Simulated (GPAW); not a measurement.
# PbSe (Clausthalite) (Fm-3m) in GPAW: settings compared, part 2 of 2

GPAW 26.7.0. The steps go on from the part before.

### Step 3. Single point, TB-mBJ

The input, run.py:

```python
from ase import Atoms
from ase.dft.bandgap import bandgap
from ase.io import write
from gpaw import GPAW, PW

atoms = Atoms(['Pb', 'Se'],
              cell=[[0.0, 3.06065, 3.06065],
                    [3.06065, 0.0, 3.06065],
                    [3.06065, 3.06065, 0.0]],
              scaled_positions=[[0.0, 0.0, 0.0],
                                [0.5, 0.5, 0.5]],
              pbc=True)

calc = GPAW(mode=PW(600),
            xc='TB09',
            kpts={'size': (8, 8, 8), 'gamma': True},
            occupations={'name': 'fermi-dirac', 'width': 0.05},
            nbands=19,
            convergence={'density': 1e-05, 'energy': 1e-05},
            eigensolver='cg',
            maxiter=150,
            txt='gpaw.txt')
atoms.calc = calc
energy = atoms.get_potential_energy()
calc.write('gs.gpw')
write('result.traj', atoms)
print('Fermi level:', round(calc.get_fermi_level(), 4), 'eV')
print(f'Gap: {bandgap(calc)[0]:.4f} eV, direct: {bandgap(calc, direct=True)[0]:.4f} eV')
```

Potentials or basis: GPAW PAW data sets for LDA (gpaw-data 1.2.1), pw.

Started as:

```sh
$ OMP_NUM_THREADS=1 python run.py
```

gpaw.txt:

```text
___ ___ ___ _ _ _
 |   |   |_  | | | |
 | | | | | . | | | |
 |__ |  _|___|_____|  26.7.0
 |___|_|

Input parameters:
  convergence: {density: 1e-05,
                energy: 1e-05}
  eigensolver: cg
  kpts: {gamma: True,
         size: (8, 8, 8)}
  maxiter: 150
  mode: {ecut: 600.0,
         name: pw}
  nbands: 19
  occupations: {name: fermi-dirac,
                width: 0.05}
  xc: TB09

System changes: positions, numbers, cell, pbc, initial_charges, initial_magmoms

Initialize ...

species:
  Pb:
    name:    Lead
    Z:       82.0
    valence: 14
    core:    68
    charge:  0.0  # [|e|]
    compensation charges:
      type: gauss
      rc: 0.38  # [Å]
      lmax: 2
    cutoffs:
      filter: 2.36  # [Å]
      core: 2.43  # [Å]
    projectors
    | kind |    occ | energy [eV] | rcut [Å] |
    |------|--------|-------------|----------|
    |   6s |  2.000 |     -12.249 |    1.259 |
    |   6p |  2.000 |      -3.713 |    1.275 |
    |   5d | 10.000 |     -21.326 |    1.217 |
    |    s |        |      14.962 |    1.259 |
    |    p |        |      23.498 |    1.275 |
    |    d |        |       5.885 |    1.217 |

    Using partial waves for Pb as LCAO basis

  Se:
    name:    Selenium
    Z:       34.0
    valence: 6
    core:    28
    charge:  0.0  # [|e|]
    compensation charges:
      type: gauss
      rc: 0.27  # [Å]
      lmax: 2
    cutoffs:
      filter: 1.77  # [Å]
      core: 2.67  # [Å]
    projectors
    | kind |    occ | energy [eV] | rcut [Å] |
    |------|--------|-------------|----------|
    |   4s |  2.000 |     -17.472 |    0.847 |
    |   4p |  4.000 |      -6.656 |    1.005 |
    |    s |        |       9.739 |    0.847 |
    |    p |        |      20.555 |    1.005 |
    |    d |        |       0.000 |    0.847 |

    Using partial waves for Se as LCAO basis

Reference energy: -632988.107271  # eV

Spin-paired calculation

Convergence criteria:
 Maximum [total energy] change in last 3 cyles: 1e-05 eV / valence electron
 Maximum integral of absolute [dens]ity change: 1e-05 electrons / valence electron
 Maximum integral of absolute [eigenst]ate change: 4e-08 eV^2 / valence electron
 Maximum number of scf [iter]ations: 150
 (Square brackets indicate name in SCF output, whereas a 'c' in
 the SCF output indicates the quantity has converged.)

Symmetries present (total): 48

  ( 1  0  0)  ( 1  0  0)  ( 1  0  0)  ( 1  0  0)  ( 1  0 -1)  ( 1  0 -1)
  ( 1  0 -1)  ( 1 -1  0)  ( 0  1  0)  ( 0  0  1)  ( 1  0  0)  ( 1 -1  0)
  ( 1 -1  0)  ( 1  0 -1)  ( 0  0  1)  ( 0  1  0)  ( 1 -1  0)  ( 1  0  0)

  ( 1  0 -1)  ( 1  0 -1)  ( 1 -1  0)  ( 1 -1  0)  ( 1 -1  0)  ( 1 -1  0)
  ( 0  1 -1)  ( 0  0 -1)  ( 1  0  0)  ( 1  0 -1)  ( 0 -1  1)  ( 0 -1  0)
  ( 0  0 -1)  ( 0  1 -1)  ( 1  0 -1)  ( 1  0  0)  ( 0 -1  0)  ( 0 -1  1)

  ( 0  1  0)  ( 0  1  0)  ( 0  1  0)  ( 0  1  0)  ( 0  1 -1)  ( 0  1 -1)
  ( 1  0  0)  ( 0  1 -1)  ( 0  0  1)  (-1  1  0)  ( 1  0 -1)  ( 0  1  0)
  ( 0  0  1)  (-1  1  0)  ( 1  0  0)  ( 0  1 -1)  ( 0  0 -1)  (-1  1  0)

  ( 0  1 -1)  ( 0  1 -1)  ( 0  0  1)  ( 0  0  1)  ( 0  0  1)  ( 0  0  1)
  ( 0  0 -1)  (-1  1  0)  ( 1  0  0)  ( 0  1  0)  ( 0 -1  1)  (-1  0  1)
  ( 1  0 -1)  ( 0  1  0)  ( 0  1  0)  ( 1  0  0)  (-1  0  1)  ( 0 -1  1)

  ( 0  0 -1)  ( 0  0 -1)  ( 0  0 -1)  ( 0  0 -1)  ( 0 -1  1)  ( 0 -1  1)
  ( 1  0 -1)  ( 0  1 -1)  ( 0 -1  0)  (-1  0  0)  ( 1 -1  0)  ( 0  0  1)
  ( 0  1 -1)  ( 1  0 -1)  (-1  0  0)  ( 0 -1  0)  ( 0 -1  0)  (-1  0  1)

  ( 0 -1  1)  ( 0 -1  1)  ( 0 -1  0)  ( 0 -1  0)  ( 0 -1  0)  ( 0 -1  0)
  ( 0 -1  0)  (-1  0  1)  ( 1 -1  0)  ( 0  0 -1)  ( 0 -1  1)  (-1  0  0)
  ( 1 -1  0)  ( 0  0  1)  ( 0 -1  1)  (-1  0  0)  ( 1 -1  0)  ( 0  0 -1)

  (-1  1  0)  (-1  1  0)  (-1  1  0)  (-1  1  0)  (-1  0  1)  (-1  0  1)
  ( 0  1  0)  ( 0  1 -1)  (-1  0  1)  (-1  0  0)  ( 0  0  1)  ( 0 -1  1)
  ( 0  1 -1)  ( 0  1  0)  (-1  0  0)  (-1  0  1)  ( 0 -1  1)  ( 0  0  1)

  (-1  0  1)  (-1  0  1)  (-1  0  0)  (-1  0  0)  (-1  0  0)  (-1  0  0)
  (-1  1  0)  (-1  0  0)  ( 0  0 -1)  ( 0 -1  0)  (-1  1  0)  (-1  0  1)
  (-1  0  0)  (-1  1  0)  ( 0 -1  0)  ( 0  0 -1)  (-1  0  1)  (-1  1  0)

512 k-points: 8 x 8 x 8 Monkhorst-Pack grid + [1/16,1/16,1/16]
29 k-points in the irreducible part of the Brillouin zone
       k-points in crystal coordinates                weights
   0:     0.00000000    0.00000000    0.00000000          1/512
   1:     0.12500000    0.12500000    0.00000000          6/512
   2:     0.12500000    0.12500000    0.12500000          8/512
   3:     0.25000000    0.12500000    0.12500000         12/512
   4:     0.25000000    0.25000000    0.00000000          6/512
   5:     0.25000000    0.25000000    0.12500000         24/512
   6:     0.25000000    0.25000000    0.25000000          8/512
   7:     0.37500000    0.25000000   -0.37500000         24/512
   8:     0.37500000    0.25000000    0.12500000         24/512
   9:     0.37500000    0.25000000    0.25000000         24/512
          ...
  28:     0.50000000    0.50000000    0.50000000          4/512

Wave functions: Plane wave expansion
  Cutoff energy: 600.000 eV
  Number of coefficients (min, max): 1900, 1930
  Pulay-stress correction: 0.000000 eV/Ang^3 (de/decut=0.000000)
  Using FFTW library
  ScaLapack parameters: grid=1x1, blocksize=None
  Wavefunction extrapolation:
    Improved wavefunction reuse through dual PAW basis

Occupation numbers: Fermi-Dirac:
  width: 0.0500  # eV

Eigensolver
   CG(niter=4, rtol=3.0e-01)

Densities:
  Coarse grid: 25*25*25 grid
  Fine grid: 50*50*50 grid
  Total Charge: 0.000000

Density mixing:
  Method: separate
  Backend: msr1
  Linear mixing parameter: 0.05
  old densities: 10
  Width of damping distribution: 1.1
  Damping of long wavelength oscillations: 20

Hamiltonian:
  XC and Coulomb potentials evaluated on a 50*50*50 grid
  Using the TB09 Exchange-Correlation functional
  External potential:
    NoExternalPotential

XC parameters: TB09 with 2 nearest neighbor stencil

Number of atoms: 2
Number of atomic orbitals: 13
Number of bands in calculation: 19
Number of valence electrons: 20
Bands to converge: occupied

... initialized

Initializing position-dependent things.

Density initialized from atomic densities
Creating initial wave functions:
  13 bands from LCAO basis set
  6 bands from random numbers

                Se

       Pb

Atomic positions and initial magnetic moments

Positions:
   0 Pb     0.000000    0.000000    0.000000    ( 0.0000,  0.0000,  0.0000)
   1 Se     3.060650    3.060650    3.060650    ( 0.0000,  0.0000,  0.0000)

Unit cell:
           periodic     x           y           z      points  spacing
  1. axis:    yes    0.000000    3.060650    3.060650    25     0.1414
  2. axis:    yes    3.060650    0.000000    3.060650    25     0.1414
  3. axis:    yes    3.060650    3.060650    0.000000    25     0.1414

  Lengths:   4.328413   4.328413   4.328413
  Angles:   60.000000  60.000000  60.000000

Effective grid spacing dv^(1/3) = 0.1542

iter:   1 12495.385164
iter:   2 12502.296805   +1.78  -0.74
iter:   3 12500.506979   +1.18  -0.84
iter:   4 12499.729909   +0.12  -1.31
iter:   5 12500.925959   -0.91  -1.15
iter:   6 12502.761290   -1.05  -1.31
iter:   7 12505.244179   -0.83  -1.50
iter:   8 12504.897460   -1.63  -1.65
iter:   9 12504.617554   -1.96  -1.93
iter:  10 12504.020549   -2.29  -2.10
iter:  11 12504.348802   -2.75  -1.96
[... 6 lines left out ...]
iter:  18 12504.654869   -4.47  -3.33
iter:  19 12504.670747   -4.99  -3.25
iter:  20 12504.683026   -5.47  -3.33
iter:  21 12504.734829   -4.59  -3.39
iter:  22 12504.718859   -4.73  -3.54
iter:  23 12504.721220   -5.29  -4.02
iter:  24 12504.701480   -5.40  -4.21
iter:  25 12504.706359   -5.37  -4.13
iter:  26 12504.706271   -5.87  -3.99
iter:  27 12504.715669   -6.03  -3.92
iter:  28 12504.714671   -6.02  -5.15c
iter:  29 12504.715468   -6.65  -5.07c
iter:  30 12504.716342   -7.31  -5.00
iter:  31 12504.718231   -7.47c -4.92
iter:  32 12504.719199   -7.44c -5.36c
iter:  33 12504.718299   -7.67c -5.28c
iter:  34 12504.718267   -8.04c -5.51c
iter:  35 12504.717850   -8.56c -5.99c
iter:  36 12504.718248   -8.50c -5.91c
iter:  37 12504.718013   -8.69c -5.91c
iter:  38 12504.718217   -8.91c -5.83c
iter:  39 12504.718023   -9.10c -6.76c
iter:  40 12504.718215c  -8.96c -6.68c

Converged after 40 iterations.

Dipole moment: (-0.000000, -0.000000, -0.000000) |e|*Ang

Energy contributions relative to reference atoms: (reference = -632988.107271)

Kinetic:        +33.910825
Potential:      -30.968258
External:        +0.000000
XC:            +12502.941642
Entropy (-ST):   -0.000006
Local:           -1.165991
SIC:             +0.000000
--------------------------
Free energy:   +12504.718212
Extrapolated:  +12504.718215

Showing only first 2 kpts
 Kpt  Band  Eigenvalues  Occupancy
  0     8      4.31109    2.00000
  0     9      4.31110    2.00000
  0    10     11.46856    0.00000
  0    11     11.46856    0.00000

  1     8      4.10585    2.00000
  1     9      5.12367    2.00000
  1    10      9.40144    0.00000
  1    11     11.27586    0.00000

Fermi level: 6.80255

Gap: 0.776 eV
Transition (v -> c):
  (s=0, k=28, n=9, [0.50, 0.50, 0.50]) -> (s=0, k=28, n=10, [0.50, 0.50, 0.50])
No difference between direct/indirect transitions
Writing to gs.gpw (mode='')
```

Run time: 68 s. Hardware: 1 thread of Arm Neoverse V2, shared host; peak memory 0.32 GiB.

Results:

```
Band gap on the k mesh : 0.78 eV, direct
```

Caveat: a model potential gives levels but no total energy; spin-orbit coupling is left out, which as a rule narrows the gap of such compounds by several tenths of an eV.

### Step 4. Comparison with measurements

Step 3. Measured gap of PbSe: 0.15 eV (direct; 4.2 K; a printed reference work, monograph). This calculation gives 0.78 eV (+0.63 eV). 2 values of this kind are on record (0.15 to 0.28 eV); this one was drawn at random. Spin-orbit coupling on Pb, Se is left out. The value is that of TB-mBJ on a finite k mesh, which can miss the band edges, without temperature or zero-point motion.
